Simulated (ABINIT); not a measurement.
# InAs (F-43m) in ABINIT: single point with PBE

Aim: the single point of InAs with PBE.

Program: ABINIT 10.8.3 (patched build). These are calculated values, not measurements. Logs are shortened: lines on timing, memory, paths and dates and some standing lists are left out, and cuts for length are marked. The log counts tension as positive stress, the text compression.

**What was measured.**

From a printed reference work, data compilation, for a bulk crystal of InAs at 4.2 K: band gap 0.418 eV (direct).

The runs below are set against these values where they give the same quantity.

## Step 1: The crystal as given

The structure is cubic, space group F-43m (No. 216). Conventional cell: a = 6.036 Å, b = 6.036 Å, c = 6.036 Å, α = 90.00°, β = 90.00°, γ = 90.00°. In (site symmetry -43m) is surrounded by 4 As at 2.61 Å. Around As (site symmetry -43m) lie 4 In at 2.61 Å.

## Step 2: Single point, PBE

File run.abi:

```
# Pseudopotentials
pp_dirpath "./"
pseudos "In.upf, As.upf"

# Structure
acell 3*1.0 Angstrom
rprim
     0.0000000000     3.0180000000     3.0180000000
     3.0180000000     0.0000000000     3.0180000000
     3.0180000000     3.0180000000     0.0000000000
ntypat 2
znucl 49 33
natom 2
typat 1 2
xred
     0.0000000000     0.0000000000     0.0000000000
     0.7500000000     0.7500000000     0.7500000000

# Plane-wave basis
ecut 40.0

# k points
kptopt 1
ngkpt 6 6 6
nshiftk 1
shiftk 0.0 0.0 0.0

# Exchange and correlation
ixc 11

# Bands and occupations
nband 18
occopt 3
tsmear 0.05 eV

# SCF cycle
nstep 100
tolvrs 1.0e-10

# Output
iomode 3
prtwf 0
prteig 0
prtebands 0
enunit 2
prtden 1
prtvha 1
prtvclmb 1
prtpot 1
prtelf 1
```

Potentials or basis: PseudoDojo NC SR PBE v0.4.1 standard.

Started as:

```console
mpirun --bind-to none -np 4 abinit run.abi > log 2>&1
```

run.abo:

```text
.Version 10.8.3 of ABINIT
 Symmetries : space group F-4 3 m (#216); Bravais cF (face-center cubic)
================================================================================
 Values of the parameters that define the memory need of the present run
     intxc =       0    ionmov =       0      iscf =       7    lmnmax =       6
     lnmax =       6     mgfft =      48  mpssoang =       3    mqgrid =    3001
     natom =       2  nloc_mem =       1    nspden =       1   nspinor =       1
    nsppol =       1      nsym =      24    n1xccc =    2501    ntypat =       2
    occopt =       3   xclevel =       2
       mpw =        4512          nfft =      110592          nkpt =          16
================================================================================
================================================================================

--------------------------------------------------------------------------------
------------- Echo of variables that govern the present computation ------------
--------------------------------------------------------------------------------
 -outvars: echo values of preprocessed input variables --------
            acell      1.8897261259E+00  1.8897261259E+00  1.8897261259E+00 Bohr
              amu      1.14820000E+02  7.49215900E+01
             ecut      4.00000000E+01 Hartree
           enunit           2
              ixc          11
         kptrlatt        6    0    0      0    6    0      0    0    6
          kptrlen      4.83932011E+01
            natom           2
            nband          18
            ngfft          48      48      48
             nkpt          16
            nstep         100
             nsym          24
           ntypat           2
           occopt           3
        prtebands           0
           prteig           0
           prtelf           1
           prtpot           1
         prtvclmb           1
           prtvha           1
            prtwf           0
            rprim      0.0000000000E+00  3.0180000000E+00  3.0180000000E+00
                       3.0180000000E+00  0.0000000000E+00  3.0180000000E+00
                       3.0180000000E+00  3.0180000000E+00  0.0000000000E+00
          spgroup         216
           tolvrs      1.00000000E-10
           tsmear      1.83746611E-03 Hartree
            typat      1  2
           xangst      0.0000000000E+00  0.0000000000E+00  0.0000000000E+00
                       4.5270000000E+00  4.5270000000E+00  4.5270000000E+00
            xcart      0.0000000000E+00  0.0000000000E+00  0.0000000000E+00
                       8.5547901720E+00  8.5547901720E+00  8.5547901720E+00
             xred      0.0000000000E+00  0.0000000000E+00  0.0000000000E+00
                       7.5000000000E-01  7.5000000000E-01  7.5000000000E-01
            znucl       49.00000   33.00000

================================================================================

 chkinp: Checking input parameters for consistency.

================================================================================
== DATASET  1 ==================================================================

--- !DatasetInfo
iteration_state: {dtset: 1, }
dimensions: {natom: 2, nkpt: 16, mband: 18, nsppol: 1, nspinor: 1, nspden: 1, mpw: 4512, }
cutoff_energies: {ecut:  40.0, pawecutdg:  -1.0, }
electrons: {nelect:   2.80000000E+01, charge:   0.00000000E+00, occopt:   3.00000000E+00, tsmear:   1.83746611E-03, }
meta: {optdriver: 0, ionmov: 0, optcell: 0, iscf: 7, paral_kgb: 0, }
...

 Exchange-correlation functional for the present dataset will be:
  GGA: Perdew-Burke-Ernzerhof functional - ixc=11
  J.P.Perdew, K.Burke, M.Ernzerhof, PRL 77, 3865 (1996)

 Real(R)+Recip(G) space primitive vectors, cartesian coordinates (Bohr,Bohr^-1):
 R(1)=  0.0000000  5.7031934  5.7031934  G(1)= -0.0876702  0.0876702  0.0876702
 R(2)=  5.7031934  0.0000000  5.7031934  G(2)=  0.0876702 -0.0876702  0.0876702
 R(3)=  5.7031934  5.7031934  0.0000000  G(3)=  0.0876702  0.0876702 -0.0876702
 Unit cell volume ucvol=  3.7100888E+02 bohr^3
 Angles (23,13,12)=  6.00000000E+01  6.00000000E+01  6.00000000E+01 degrees

 getcut: wavevector=  0.0000  0.0000  0.0000  ngfft=  48  48  48
         ecut(hartree)=     40.000   => boxcut(ratio)=   2.09032

--- Pseudopotential description ------------------------------------------------
- pspini: atom type   1  psp file is ./In.upf
12 -101130 2 -1 1964                          pspcod,pspxc,lmax,lloc,mmax
     nproj     2     2     2

- pspini: atom type   2  psp file is ./As.upf
12 -101130 2 -1 1358                          pspcod,pspxc,lmax,lloc,mmax
     nproj     2     2     2

   1.51859949E+03                                ecore*ucvol(ha*bohr**3)
--------------------------------------------------------------------------------

================================================================================

--- !BeginCycle
iteration_state: {dtset: 1, }
solver: {iscf: 7, nstep: 100, nline: 4, wfoptalg: 0, }
tolerances: {tolvrs: 1.00E-10, }
...

     iter   Etot(hartree)      deltaE(h)  residm     vres2
 ETOT  1  -169.51698061938    -1.695E+02 1.375E+00 5.474E+02
 ETOT  2  -172.43851849248    -2.922E+00 2.552E-02 6.496E+02
 ETOT  3  -172.51788957215    -7.937E-02 8.890E-03 1.225E+02
 ETOT  4  -172.53283107549    -1.494E-02 5.049E-03 1.139E+01
 ETOT  5  -172.53428990455    -1.459E-03 1.445E-03 1.960E-01
 ETOT  6  -172.53431461133    -2.471E-05 5.278E-04 1.894E-02
 ETOT  7  -172.53431747526    -2.864E-06 2.462E-04 1.099E-03
 ETOT  8  -172.53431759489    -1.196E-07 6.780E-05 2.950E-04
 ETOT  9  -172.53431763441    -3.952E-08 3.428E-05 3.394E-05
 ETOT 10  -172.53431763905    -4.646E-09 1.353E-05 7.243E-08
 ETOT 11  -172.53431763913    -7.265E-11 5.237E-06 6.452E-08
 ETOT 12  -172.53431763914    -1.316E-11 4.111E-06 6.456E-09
 ETOT 13  -172.53431763914    -2.842E-14 3.404E-06 4.466E-10
 ETOT 14  -172.53431763914     2.728E-12 4.200E-06 1.472E-10
 ETOT 15  -172.53431763914    -4.349E-12 3.481E-06 1.097E-11

 At SCF step   15       vres2   =  1.10E-11 < tolvrs=  1.00E-10 =>converged.

 Compute ELF
--------------------------------------------------------------------------------

 Compute kinetic energy density

 Compute gradient of the electron density
 Electron Localization Function (ELF) [min:0;max:1]
)     Maximum=    7.3870E-01  at reduced coord.    0.8125    0.8750    0.8750
)     Minimum=    0.0000E+00  at reduced coord.    0.7500    0.7500    0.7500
   Integrated=    1.0333E+02

--------------------------------------------------------------------------------
 End of ELF section

 Cartesian components of stress tensor (hartree/bohr^3)
  sigma(1 1)= -1.47219171E-04  sigma(3 2)=  0.00000000E+00
  sigma(2 2)= -1.47219171E-04  sigma(3 1)=  0.00000000E+00
  sigma(3 3)= -1.47219171E-04  sigma(2 1)=  0.00000000E+00

--- !ResultsGS
iteration_state: {dtset: 1, }
comment   : Summary of ground state results
lattice_vectors:
- [  0.0000000,   5.7031934,   5.7031934, ]
- [  5.7031934,   0.0000000,   5.7031934, ]
- [  5.7031934,   5.7031934,   0.0000000, ]
lattice_lengths: [   8.06553,    8.06553,    8.06553, ]
lattice_angles: [ 60.000,  60.000,  60.000, ] # degrees, (23, 13, 12)
lattice_volume:   3.7100888E+02
convergence: {deltae: -4.349E-12, res2:  1.097E-11, residm:  3.481E-06, diffor: null, }
etotal    :  -1.72534318E+02
entropy   :   0.00000000E+00
fermie    :   1.55727552E-01
cartesian_stress_tensor: # hartree/bohr^3
- [ -1.47219171E-04,   0.00000000E+00,   0.00000000E+00, ]
- [  0.00000000E+00,  -1.47219171E-04,   0.00000000E+00, ]
- [  0.00000000E+00,   0.00000000E+00,  -1.47219171E-04, ]
pressure_GPa:   4.3313E+00
xred      :
- [  0.0000E+00,   0.0000E+00,   0.0000E+00, In]
- [  7.5000E-01,   7.5000E-01,   7.5000E-01, As]
cartesian_forces: # hartree/bohr
- [  1.63802786E-46,  -5.90161733E-30,  -1.63802786E-46, ]
- [ -1.63802786E-46,   5.90161733E-30,   1.63802786E-46, ]
force_length_stats: {min:   5.90161733E-30, max:   5.90161733E-30, mean:   5.90161733E-30, }
...

 Integrated electronic density in atomic spheres:
 ------------------------------------------------
 Atom  Sphere_radius  Integrated_density
    1        2.00000          9.91139640
    2        2.00000         12.37187950
================================================================================

 ----iterations are completed or convergence reached----

 Mean square residual over all n,k,spin=   18.742E-09; max=  34.813E-07
 reduced coordinates (array xred) for    2 atoms
       0.000000000000      0.000000000000      0.000000000000
       0.750000000000      0.750000000000      0.750000000000
 rms dE/dt=  3.8865E-29; max dE/dt=  0.0000E+00; dE/dt below (all hartree)
    1       0.000000000000      0.000000000000      0.000000000000
    2      -0.000000000000      0.000000000000     -0.000000000000

 cartesian coordinates (angstrom) at end:
    1      0.00000000000000     0.00000000000000     0.00000000000000
    2      4.52700000000000     4.52700000000000     4.52700000000000

 cartesian forces (hartree/bohr) at end:
    1      0.00000000000000    -0.00000000000000    -0.00000000000000
    2     -0.00000000000000     0.00000000000000     0.00000000000000
 frms,max,avg= 3.4073004E-30 5.9016173E-30   0.000E+00  0.000E+00  0.000E+00 h/b

 cartesian forces (eV/Angstrom) at end:
    1      0.00000000000000    -0.00000000000000    -0.00000000000000
    2     -0.00000000000000     0.00000000000000     0.00000000000000
 frms,max,avg= 1.7521043E-28 3.0347336E-28   0.000E+00  0.000E+00  0.000E+00 e/A
 length scales=  1.889726125908  1.889726125908  1.889726125908 bohr
              =  1.000000000000  1.000000000000  1.000000000000 angstroms
 Fermi (or HOMO) energy (hartree) =   0.15573   Average Vxc (hartree)=  -0.35129
 Eigenvalues (hartree) for nkpt=  16  k points:
 kpt#   1, nband= 18, wtk=  0.00463, kpt=  0.0000  0.0000  0.0000 (reduced coord)
  -1.13347   -1.13347   -1.13347   -1.13315   -1.13315   -0.37680   -0.37680   -0.37680
  -0.37219   -0.37219   -0.28291    0.14805    0.15437    0.15437    0.15437    0.29834
   0.29834    0.29834
      occupation numbers for kpt#   1
   2.00000    2.00000    2.00000    2.00000    2.00000    2.00000    2.00000    2.00000
   2.00000    2.00000    2.00000    1.96982    1.35304    1.35304    1.35304    0.00000
   0.00000    0.00000
 prteigrs : prtvol=0 or 1, do not print more k-points.

 Fermi (or HOMO) energy (eV) =   4.23756   Average Vxc (eV)=  -9.55914
 Eigenvalues (   eV  ) for nkpt=  16  k points:
 kpt#   1, nband= 18, wtk=  0.00463, kpt=  0.0000  0.0000  0.0000 (reduced coord)
 -30.84321  -30.84321  -30.84321  -30.83470  -30.83470  -10.25313  -10.25313  -10.25313
 -10.12791  -10.12791   -7.69831    4.02864    4.20067    4.20067    4.20067    8.11830
   8.11830    8.11830
 prteigrs : prtvol=0 or 1, do not print more k-points.

--- !EnergyTerms
iteration_state     : {dtset: 1, }
comment             : Components of total free energy in Hartree
kinetic             :  1.18075683980821E+02
hartree             :  5.22967630083272E+01
xc                  : -4.38304267713192E+01
Ewald energy        : -9.28949151399889E+01
psp_core            :  4.09316210521002E+00
local_psp           : -1.43192073356855E+02
non_local_psp       : -6.70824759931862E+01
internal            : -1.72534282166991E+02
'-kT*entropy'       : -3.54721498369840E-05
total_energy        : -1.72534317639141E+02
total_energy_eV     : -4.69489795796543E+03
band_energy         : -1.52637133212963E+01
...

 Cartesian components of stress tensor (hartree/bohr^3)
  sigma(1 1)= -1.47219171E-04  sigma(3 2)=  0.00000000E+00
  sigma(2 2)= -1.47219171E-04  sigma(3 1)=  0.00000000E+00
  sigma(3 3)= -1.47219171E-04  sigma(2 1)=  0.00000000E+00

-Cartesian components of stress tensor (GPa)         [Pressure=  4.3313E+00 GPa]
- sigma(1 1)= -4.33133754E+00  sigma(3 2)=  0.00000000E+00
- sigma(2 2)= -4.33133754E+00  sigma(3 1)=  0.00000000E+00
- sigma(3 3)= -4.33133754E+00  sigma(2 1)=  0.00000000E+00

== END DATASET(S) ==============================================================
================================================================================

 -outvars: echo values of variables after computation  --------
            acell      1.8897261259E+00  1.8897261259E+00  1.8897261259E+00 Bohr
           etotal     -1.7253431764E+02
            fcart      1.6380278606E-46 -5.9016173301E-30 -1.6380278606E-46
                      -1.6380278606E-46  5.9016173301E-30  1.6380278606E-46
            rprim      0.0000000000E+00  3.0180000000E+00  3.0180000000E+00
                       3.0180000000E+00  0.0000000000E+00  3.0180000000E+00
                       3.0180000000E+00  3.0180000000E+00  0.0000000000E+00
           strten     -1.4721917073E-04 -1.4721917073E-04 -1.4721917073E-04
                       0.0000000000E+00  0.0000000000E+00  0.0000000000E+00
           xangst      0.0000000000E+00  0.0000000000E+00  0.0000000000E+00
                       4.5270000000E+00  4.5270000000E+00  4.5270000000E+00
             xred      0.0000000000E+00  0.0000000000E+00  0.0000000000E+00
                       7.5000000000E-01  7.5000000000E-01  7.5000000000E-01
 Calculation completed.
```

Wall time 19 s (4 MPI ranks of Arm Neoverse V1, shared host); peak memory 0.36 GiB.

Results:

* Free energy: -4694.8980 eV
* Pressure: 4.3 GPa
* Band gap on the k mesh: none (metal or under the smearing width)
* Valence electrons inside the program's atomic spheres: In 9.91; As 12.37

Levels at points of the mesh, in eV from the Fermi level:
```
           k point  band 10  band 11  band 12  band 13  band 14  band 15  band 16  band 17  band 18
(0.00, 0.00, 0.00)   -14.37   -11.94    -0.21    -0.04    -0.04    -0.04     3.88     3.88     3.88
(0.50, 0.00, 0.00)   -14.36   -10.46    -5.83    -1.03    -1.03     0.93     4.65     4.65     6.85
(0.50, 0.50, 0.00)   -14.34    -9.91    -5.90    -2.38    -2.38     1.50     2.03     9.21     9.28
```

Caveat: this crystal is a semiconductor, whose small gap the functional closes, so the metal is an error of the method.

## Step 3: Comparison with measurements

Step 2. Measured gap of InAs: 0.418 eV (direct; 4.2 K; a printed reference work, data compilation). This calculation gives 0.00 eV (-0.42 eV). Spin-orbit coupling on As, In is left out. The value is that of PBE on a finite k mesh, which can miss the band edges, without temperature or zero-point motion. Semilocal functionals fall short of measured gaps as a rule.
